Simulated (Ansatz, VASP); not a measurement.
**Two plane-wave programs on F**

```
CELL_PARAMETERS angstrom
0.00000 2.53290 2.53290
2.53290 0.00000 2.53290
2.53290 2.53290 0.00000
ATOMIC_POSITIONS crystal
F 0.83000 0.89000 0.89000
F 0.17000 0.11000 0.11000
```

Change from the starting cell: shortest bond scaled by 0.88, PAW files.

Alike in both runs: task electric field gradients; functional r2SCAN; k mesh 10 × 10 × 10; occupations fermi-dirac, width 0.05 eV; no spin polarisation.

|  | VASP | Ansatz |
| --- | --- | --- |
| version | VASP 6.6.1 | Ansatz 0.2.0 |
| potentials or method | VASP PAW PBE potentials, release 64 (F) | PAW with Ansatz's default frozen-core files, scalar-relativistic |
| plane-wave cutoff (eV) | 520 | 500 |
| valence electrons in the cell | 14 | 14 |

```tsv
	VASP	Ansatz	Ansatz less VASP
pressure (GPa)	-8.4	-8.0	+0.40
largest component of the traceless stress (GPa)	7.57	7.86	+0.290
rms of the force components (eV/Å)	2.024	2.078	+0.0541
Vzz of the field gradient on the site that differs most (V/Å²)	465.3	463.7	-1.61
```

Atom by atom the forces differ by 0.054 eV/Å (rms over components).

Caveats: the PAW data sets were made with another functional, which shifts forces and pressure a little (VASP).
